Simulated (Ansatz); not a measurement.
# ZrO2: one crystal by all-electron and frozen-core methods, part 2 of 2

The same cell of ZrO2 is computed with full-potential LAPW, frozen-core PAW and datasets made for this crystal, to set the results side by side.

Ansatz 0.2.0; DFT PBE; a database cell (COD). «Crystal datasets» are all-electron PAW datasets made for this crystal. The steps go on from the part before.

## Step 3: Frozen-core PAW

File input.yaml:

```yaml
crystal:
  lattice:
    - [3.5961, 0.0, 0.0]
    - [0.0, 3.5961, 0.0]
    - [0.0, 0.0, 5.177]
  atoms:
    - { symbol: Zr, position: [0.0, 0.0, 0.0] }
    - { symbol: Zr, position: [0.5, 0.5, 0.5] }
    - { symbol: O, position: [0.0, 0.5, 0.203] }
    - { symbol: O, position: [0.0, 0.5, 0.703] }
    - { symbol: O, position: [0.5, 0.0, 0.297] }
    - { symbol: O, position: [0.5, 0.0, 0.797] }
kpoints:
  mp_grid: { grid: [6, 6, 4] }
  band_path:
    path:
      - [0.0, 0.0, 0.0]
      - [0.0, 0.5, 0.0]
      - [0.5, 0.5, 0.0]
      - [0.0, 0.0, 0.0]
      - [0.0, 0.0, 0.5]
      - [0.0, 0.5, 0.5]
      - [0.5, 0.5, 0.5]
      - [0.0, 0.0, 0.5]
      - [0.0, 0.5, 0.0]
    npoints: 14
scf:
  occupations: { method: fermi_dirac, width: 0.01 }
hamiltonian:
  xc: pbe
  pseudopotentials: { kind: paw }
output:
  forces: true
  stress: true
  eigenvalues: true
  efg: { contact_densities: true }
  populations: true
  bader: true
  dos: { projected: true, de: 0.2, e_range: [-14, 8] }
  write_density: true
  write_potential: true
  elf: true
  volumetric_format: npy
```

The run is started by

```bash
ansatz run input.yaml --threads 2 --pin off --max-ram 6144MiB --backend cpu --events-out ev --progress --plain --runs-dir out
```

Log:

```text
Zr: output.efg is read without spin–orbit coupling, which moves field gradients at and beside such atoms by some per cent and up to a factor of two; PAW files take it under magnetization.noncollinear and magnetization.spin_orbit
Engine: ansatz 0.2.0
Pseudopotentials: kind: paw
Pseudopotential: Zr, paw, valence charge 12, recommended cutoff 420 eV (normal)
Pseudopotential: O, paw, valence charge 6, recommended cutoff 420 eV (normal)
Functional definition: PBE
  parameter kappa = 0.804
  parameter beta = 0.06672455060314922
  exchange = pbe_x(kappa = kappa, mu = beta*pi^2/3)
  correlation = pbe_c(beta = beta)
Crystal: 6 atoms, lattice volume = 66.949 Å³
Basis set: ecut = 420 eV, 1297 PW (Γ), exchange–correlation on 50×50×72 points (8 copies of the dense FFT grid, shifted against one another)
Bands: 30, of which v1, the nominal top of the filled ones, is band 24 counted from 1 (23 counted from 0)
Symmetry: 16 space group operations
Space group: P42/nmc (ITA 137), of the structure as read, at distance tolerance 4.1e-5 Å
k-points: 30 of 144
Non-local potential: Zr, projectors of the file, l = 0: 3, l = 1: 2, l = 2: 2, l = 3: 2
Non-local potential: O, projectors of the file, l = 0: 2, l = 1: 2, l = 2: 1
PAW form: soft (Blöchl's): semilocal exchange-correlation on the pseudo side does not see the compensation charge
PAW one-centre angular grid: Zr, 590 points (default); XC on 64 Gauss nodes
PAW one-centre angular grid: O, 110 points (default); XC on 64 Gauss nodes
Initial density: superposition of atomic densities (neutral atoms: chi_scale 0, normalization atom), corrected by the library's trained network
Initial wavefunctions: pseudopotential atomic-orbital guess
Functional: x = pbe(κ = 0.804, μ = 0.2195149727645171), c = pbe(β = 0.06672455060314922)
SCF iter   1: F=—  HF=-10647.803817 eV  |F-HF|=—  |Δ(HF+E_count)|=         —  Δρ=3.24e-3  dr2=1.54e-3  ethr=1.77e-3  ⟨swp⟩=5.8  Hψ=3729  notcnv=0
preconditioner: auto → Resta (q_TF=auto, 2.581 Å⁻¹)  ε∞=4.2  [insulator: Δε(μ)=4.033 eV  Ē_g=16.760 eV  σ=0.010 eV  W_gap=1.00  n_scr=20 (ndim 8)  ℏωp=30.1 eV  f_vac=0.019  D(μ)=0.00/eV (n_scr^D=0)  ε∞_Penn≈4.2]
SCF iter   2: F=—  HF=-10647.803625 eV  |F-HF|=—  |Δ(HF+E_count)|=   1.92e-4  Δρ=1.65e-3  dr2=4.16e-4  ethr=3.22e-6  ⟨swp⟩=2.0  Hψ=1980  notcnv=0  defer=60
SCF iter   3: F=—  HF=-10647.803861 eV  |F-HF|=—  |Δ(HF+E_count)|=   2.35e-4  Δρ=2.98e-4  dr2=3.64e-5  ethr=8.67e-7  ⟨swp⟩=2.0  Hψ=1440  notcnv=0  defer=60
SCF iter   4: F=—  HF=-10647.803892 eV  |F-HF|=—  |Δ(HF+E_count)|=   3.10e-5  Δρ=7.95e-5  dr2=2.24e-6  ethr=7.58e-8  ⟨swp⟩=2.0  Hψ=1320  notcnv=0  defer=60
iter 5 did not close the SCF: its close was put off for the readings that it lacked (scf_convergence_deferred on its scf_iter line)
SCF iter   5: F=-10647.803894 eV  HF=-10647.803893 eV  |F-HF|=7.60e-8  |Δ(HF+E_count)|=   1.79e-6  Δρ=1.68e-5  dr2=8.31e-8  ethr=4.67e-9  ⟨swp⟩=2.4  Hψ=1386  notcnv=0  defer=60
SCF iter   6: F=-10647.803894 eV  HF=-10647.803894 eV  |F-HF|=1.04e-8  |Δ(HF+E_count)|=   8.21e-8  Δρ=5.73e-6  dr2=1.10e-8  ethr=1.73e-10  ⟨swp⟩=8.6  Hψ=5935  notcnv=0
SCF 1 converged in 6 iterations: F = -10647.803894 eV  dr2 = 1.10e-8
NSCF: frozen V_eff on 113 k-points
SCF converged after 6 iterations
Free energy (F): -10647.803894 eV
Harris-Foulkes:  -10647.803894 eV  (|F-HF|=1.04e-8)
Internal energy: -10647.803894 eV  (E = F + TS)
E sigma→0 (E₀):  -10647.803894 eV
Fermi energy:    13.331627 eV
--- Per-component energies (eV) ---
  E_band       = -136.132884
  E_kinetic    = 1376.655123
  E_local      = -2327.263989  (includes V_loc(G=0)·N_el)
  E_nonlocal   = 342.943387
  E_hartree    = 768.890688
  E_xc         = -624.171655
  E_vxc        = -765.991197  (∫ρ·V_xc dr)
  E_paw        = -6537.997101  (= ΣΔE_a)
  E_vpaw       = -300.268991  (= ΣTr[D̂ρ^β])
  E_aug_tail   = 0.010059  (compensation charges beyond the density's cutoff)
  E_ewald      = -3646.870405
  E_smearing   = -0.000000  (= −TS)
  E_closure    = 0.000000  (closes the sum)
  Σ components = -10647.803894   (vs F -10647.803894, Δ=0.00e0)
--- Forces (eV/Å), atoms counted from 1 ---
  atom   1  Zr     0.00000000     0.00000000     0.00000000
  atom   2  Zr     0.00000000     0.00000000    -0.00000000
  atom   3  O      0.00000000     0.00000000    -0.04083776
  atom   4  O      0.00000000     0.00000000    -0.04083776
  atom   5  O      0.00000000     0.00000000     0.04083776
  atom   6  O      0.00000000     0.00000000     0.04083776
  max |Σ_I F_I| component: 7.63e-17 eV/Å
--- Stress (GPa, compression-positive) ---
        4.961573       0.000000       0.000000
        0.000000       4.961573       0.000000
        0.000000       0.000000       5.900091
  P = ⅓ Tr σ = 5.2744 GPa (52.744 kbar)
--- PAW observables at the nuclei: V_zz in 10²¹ V/m², potentials from the cell's mean, atoms counted from 1 ---
  atom   1  Zr V_zz =    +4.809696   η = 0.0000   by run symmetry: allowed
            electrostatic potential = -5926.340376 V   contact ρ = 490527.816113 e/Å³
  atom   2  Zr V_zz =    +4.809696   η = 0.0000   by run symmetry: allowed
            electrostatic potential = -5926.340376 V   contact ρ = 490527.816113 e/Å³
  atom   3  O  V_zz =    +0.888276   η = 0.1244   by run symmetry: allowed
            electrostatic potential = -628.743489 V   contact ρ = 2156.759663 e/Å³
  atom   4  O  V_zz =    +0.888276   η = 0.1244   by run symmetry: allowed
            electrostatic potential = -628.743489 V   contact ρ = 2156.759663 e/Å³
  atom   5  O  V_zz =    +0.888276   η = 0.1244   by run symmetry: allowed
            electrostatic potential = -628.743489 V   contact ρ = 2156.759663 e/Å³
  atom   6  O  V_zz =    +0.888276   η = 0.1244   by run symmetry: allowed
            electrostatic potential = -628.743489 V   contact ρ = 2156.759663 e/Å³
--- Band table (eV; the first three rows and the last of 30) ---
  k-point 0: bands = ["-36.1032", "-36.0474", "-14.6747", "-14.1250", "-14.1250", "-13.9998", "-13.9690", "-13.9690", "-6.2794", "-5.0434", "-4.3565", "-4.0507", "6.3127", "6.6427", "6.7844", "6.7844", "8.8564", "8.8564", "10.0443", "10.0443", "10.7765", "11.2027", "11.2027", "11.2039", "15.3340", "15.8582", "16.4435", "16.5867", "17.9360", "18.2803"]
  k-point 1: bands = ["-36.0951", "-36.0556", "-14.5872", "-14.1120", "-14.1025", "-14.1025", "-13.9920", "-13.9920", "-6.0133", "-4.9132", "-4.6693", "-4.2079", "6.8230", "6.9612", "6.9612", "7.2073", "8.2750", "8.2750", "9.8605", "10.3450", "10.5048", "10.5048", "11.2463", "11.2463", "15.4911", "16.0865", "16.3706", "16.5138", "18.6538", "19.0602"]
  k-point 2: bands = ["-36.0754", "-36.0754", "-14.3617", "-14.3617", "-14.0515", "-14.0515", "-14.0435", "-14.0435", "-5.3607", "-5.3607", "-4.5768", "-4.5768", "7.3987", "7.3987", "7.5799", "7.5799", "8.1766", "8.1766", "8.6493", "8.6493", "10.8211", "10.8211", "11.2902", "11.2902", "15.9022", "15.9022", "16.4751", "16.4751", "19.7201", "19.7201"]
  k-point 29: bands = ["-36.0416", "-36.0416", "-14.4812", "-14.4812", "-14.4812", "-14.4812", "-14.1438", "-14.1438", "-4.5056", "-4.5056", "-4.5056", "-4.5056", "7.0731", "7.0731", "7.3844", "7.3844", "9.5004", "9.5004", "9.5004", "9.5004", "9.9349", "9.9349", "11.2839", "11.2839", "16.4900", "16.4900", "16.8983", "16.8983", "17.8595", "17.8595"]
--- Löwdin populations: 6 sites ---
  site symbol       q [e]
     0     Zr     10.5503
     1     Zr     10.5503
     2      O      6.6751
     3      O      6.6751
     4      O      6.6751
     5      O      6.6751
  spilling = 0.004150 (of n_electrons = 48.000000)
--- Bader charges: 6 sites ---
  site symbol  charge [e]  shift [e]
     0     Zr      2.6106     0.0002
     1     Zr      2.6107     0.0002
     2      O     -1.3053     0.0001
     3      O     -1.3053     0.0001
     4      O     -1.3053     0.0001
     5      O     -1.3053     0.0001
  estimated error of the sums over rays = 5.9e-4 e
```

Wall time 18 s (2 threads of Intel Xeon 6975P-C (Granite Rapids), shared host); peak memory 0.45 GiB.

In short: pressure 5.27 GPa; gap 4.01 eV, indirect from M–Γ to Γ; largest force 0.041 eV/Å; Vzz Zr1 4.81 (η = 0.00), O3 0.89 (η = 0.12) (10²¹ V/m²).

```csv
atom,Bader charge (e),basin volume (Å³)
Zr1,+2.61,9.95
O3,-1.31,11.76
```

Density in a lattice plane of the grid's cell (edges 3.60 and 5.18 Å, at 0.000 of the third edge), which holds Zr and O.

Values in e/Å³, 12 rows by 8 columns:
```
3.97 2.79 0.83 1.08 1.89 1.08 0.83 2.79
1.10 0.67 0.69 3.37 6.79 3.37 0.69 0.67
0.12 0.14 0.49 2.95 6.30 2.95 0.49 0.14
0.05 0.07 0.20 0.77 1.51 0.77 0.20 0.07
0.03 0.04 0.08 0.18 0.26 0.18 0.08 0.04
0.02 0.03 0.09 0.21 0.29 0.21 0.09 0.03
0.03 0.06 0.23 0.94 1.89 0.94 0.23 0.06
0.05 0.09 0.48 3.18 6.79 3.18 0.48 0.09
0.12 0.15 0.50 2.96 6.30 2.96 0.50 0.15
1.10 0.67 0.37 0.83 1.51 0.83 0.37 0.67
3.97 2.93 0.64 0.23 0.26 0.23 0.64 2.93
2.62 3.88 1.02 0.28 0.29 0.28 1.02 3.88
```
Columns run along the first of these edges and rows up along the second, over one cell in 8 and 12 even steps from the bottom left corner. Atoms in the plane (fractional): Zr at (0.00, 0.00), O at (0.50, 0.30), O at (0.50, 0.80).

ELF in the same plane.

Values, 12 rows by 8 columns:
```
0.69 0.75 0.32 0.71 0.80 0.71 0.32 0.75
0.59 0.32 0.44 0.79 0.41 0.79 0.44 0.32
0.04 0.07 0.57 0.79 0.51 0.79 0.57 0.07
0.02 0.05 0.37 0.73 0.81 0.73 0.37 0.05
0.02 0.02 0.08 0.17 0.22 0.17 0.08 0.02
0.01 0.03 0.11 0.24 0.30 0.24 0.11 0.03
0.02 0.10 0.51 0.77 0.80 0.77 0.51 0.10
0.02 0.14 0.67 0.77 0.41 0.77 0.67 0.14
0.04 0.08 0.58 0.80 0.51 0.80 0.58 0.08
0.59 0.40 0.21 0.72 0.81 0.72 0.21 0.40
0.69 0.83 0.35 0.14 0.22 0.14 0.35 0.83
0.00 0.70 0.46 0.16 0.30 0.16 0.46 0.70
```
Columns run along the first of these edges and rows up along the second, over one cell in 8 and 12 even steps from the bottom left corner. Atoms in the plane (fractional): Zr at (0.00, 0.00), O at (0.50, 0.30), O at (0.50, 0.80).

Both are smooth fields of the valence electrons: close to the nuclei they are not physical.

Maxima of ELF outside the ion cores: 0.83 in the shell around O, 0.6 Å from O.

## Step 4: Datasets made for this crystal

input.yaml, as its differences from that of step 3:

```diff
@@ -25,3 +25,3 @@
       - [0.0, 0.5, 0.0]
-    npoints: 14
+    npoints: 8
 scf:
@@ -30,3 +30,3 @@
   xc: pbe
-  pseudopotentials: { kind: paw }
+  pseudopotentials: { kind: all_electron, datasets: crystal }
 output:
@@ -36,8 +36 @@
   efg: { contact_densities: true }
-  populations: true
-  bader: true
-  dos: { projected: true, de: 0.2, e_range: [-14, 8] }
-  write_density: true
-  write_potential: true
-  elf: true
-  volumetric_format: npy
```

The run is started by

```bash
ansatz run input.yaml --threads 2 --pin off --max-ram 6144MiB --backend cpu --events-out ev --progress --plain --runs-dir out
```

Log (excerpt; [...] marks lines left out):

```text
[...]
Zr: output.efg is read without spin–orbit coupling, which moves field gradients at and beside such atoms by some per cent and up to a factor of two; PAW files take it under magnetization.noncollinear and magnetization.spin_orbit
[...]
[... 1 set-up line as earlier in the session ...]
Pseudopotential: Zr, paw, valence charge 12, recommended cutoff 400 eV (normal), Koelling and Harmon's equation, gaussian nucleus
Pseudopotential: O, paw, valence charge 6, recommended cutoff 400 eV (normal), Koelling and Harmon's equation, gaussian nucleus
[... 1 set-up line as earlier in the session ...]
[...]
Crystal: 6 atoms, lattice volume = 66.949 Å³
Basis set: ecut = 400 eV, 1229 PW (Γ), exchange–correlation on 48×48×72 points (8 copies of the dense FFT grid, shifted against one another)
Bands: 30, of which v1, the nominal top of the filled ones, is band 24 counted from 1 (23 counted from 0)
[... 1 set-up line as earlier in the session ...]
[...]
        4.926516       0.000000       0.000000
        0.000000       4.926516       0.000000
        0.000000       0.000000       5.885372
  P = ⅓ Tr σ = 5.2461 GPa (52.461 kbar)
--- PAW observables at the nuclei: V_zz in 10²¹ V/m², potentials from the cell's mean, atoms counted from 1 ---
  atom   1  Zr V_zz =    +4.821810   η = 0.0000   by run symmetry: allowed
            electrostatic potential = -5926.404765 V   contact ρ = 490594.604465 e/Å³
  atom   2  Zr V_zz =    +4.821810   η = 0.0000   by run symmetry: allowed
            electrostatic potential = -5926.404765 V   contact ρ = 490594.604465 e/Å³
[...]
            electrostatic potential = -628.762830 V   contact ρ = 2157.283948 e/Å³
[...]
            electrostatic potential = -628.762830 V   contact ρ = 2157.283946 e/Å³
[...]
            electrostatic potential = -628.762830 V   contact ρ = 2157.283948 e/Å³
[...]
            electrostatic potential = -628.762830 V   contact ρ = 2157.283946 e/Å³
--- Band table (eV; the first three rows and the last of 30) ---
[... band rows left out ...]
[...]
```

Run time: 9.9 s. Hardware: 2 threads of Intel Xeon 6975P-C (Granite Rapids), shared host; peak memory 0.66 GiB.

This run gives: pressure 5.25 GPa; gap 4.02 eV, indirect from M–Γ to Γ; largest force 0.044 eV/Å; Vzz Zr1 4.82 (η = 0.00), O3 0.90 (η = 0.15) (10²¹ V/m²).

```csv
atom,contact density (e/Å³)
Zr1,490594.6
O3,2157.284
```

## Step 5: Comparison

Highest filled and lowest empty level at the labelled points (eV from each run's valence-band top):

```csv
point,LAPW top,LAPW bottom,PAW top,PAW bottom,crystal datasets top,crystal datasets bottom
Γ,-0.12,4.01,-0.12,4.01,-0.11,4.02
X,-0.12,4.43,-0.12,4.43,-0.11,4.44
M,-0.30,5.12,-0.30,5.12,-0.29,5.13
Γ,-0.12,4.01,-0.12,4.01,-0.11,4.02
Z,-0.03,4.58,-0.03,4.58,-0.03,4.59
R,-0.91,4.56,-0.91,4.55,-0.90,4.56
A,-0.04,5.17,-0.04,5.17,-0.03,5.18
Z,-0.03,4.58,-0.03,4.58,-0.03,4.59
X,-0.12,4.43,-0.12,4.43,-0.11,4.44
```

```
          method  pressure (GPa)  gap (eV)  largest force (eV/Å)  Vzz Zr1 (10²¹ V/m²)  Vzz O3 (10²¹ V/m²)  SCF cycles, all passes
            LAPW            5.24      4.01                 0.044                    –                   –                      10
             PAW            5.27      4.01                 0.041                 4.81                0.89                       6
crystal datasets            5.25      4.02                 0.044                 4.82                0.90                       9
```

## Step 6: Outcome

The summary covers parts 1 to 2.

```
           quantity                                               value
           pressure      LAPW 5.24, PAW 5.27, crystal datasets 5.25 GPa
         gap (LAPW)                     4.01 eV, indirect from M–Γ to Γ
      largest force  LAPW 0.044, PAW 0.041, crystal datasets 0.044 eV/Å
Bader charges (PAW)                               Zr1 +2.61, O3 -1.31 e
  highest ELF (PAW)                                 0.83, 0.60 Å from O
```

**Reading.** The pressure of 5.2 GPa pushes the cell to expand, with the atoms held in place. The gap is 4.01 eV, indirect from M–Γ to Γ. It is the Kohn-Sham gap of a semilocal functional, which mostly lies below the gap found in experiment. The top eV of the valence band is mostly O 2p (91 % of the projected weight). The projection holds only the free atom's occupied shells (Zr 5s, Zr 4d, O 2s, O 2p in this range). The field gradient at Zr1, the largest by crystal datasets, is 4.81 by PAW and 4.82 by crystal datasets (10²¹ V/m²), within 5 %. Spin–orbit coupling is left out, which moves gradients at and beside heavy atoms by some per cent and at worst by a factor of two. In pressure, PAW differs from LAPW by +0.03 GPa and less than 0.01 eV in the gap. The forces differ by at most 3 meV/Å in a component, on a largest force of 0.044 eV/Å. The price, with the outputs that each input asks for: 33 s for LAPW against 18 s for PAW, about 1.9 to one.
